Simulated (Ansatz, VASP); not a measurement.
# Two plane-wave programs on Ca

```
Ca
1.0
     0.00000    2.75597    2.75597
     2.75597    0.00000    2.75597
     2.75597    2.75597    0.00000
Ca
1
Cartesian
  0.0000 0.0000 0.0000
```

Alike in both runs: task single point; functional r2SCAN; k mesh 14 × 14 × 14; occupations gaussian, width 0.05 eV; no spin polarisation.

|  | VASP | Ansatz |
| --- | --- | --- |
| version | VASP 6.6.1 | Ansatz 0.2.0 |
| potentials or method | VASP PAW PBE potentials, release 64 (Ca_sv) | scalar-relativistic, plane waves, PAW |
| plane-wave cutoff (eV) | 520 | 500 |
| valence electrons in the cell | 10 | 10 |

|  | VASP | Ansatz | Ansatz less VASP |
| --- | --- | --- | --- |
| gap on the k mesh at the Fermi level (eV) | none | none | - |
| pressure (GPa) | 0.6 | 0.6 | -0.05 |

A gap of «none» marks a metal or a gap that the smearing closes.

Caveats: the PAW data sets were made with another functional, which shifts forces and pressure a little (VASP).
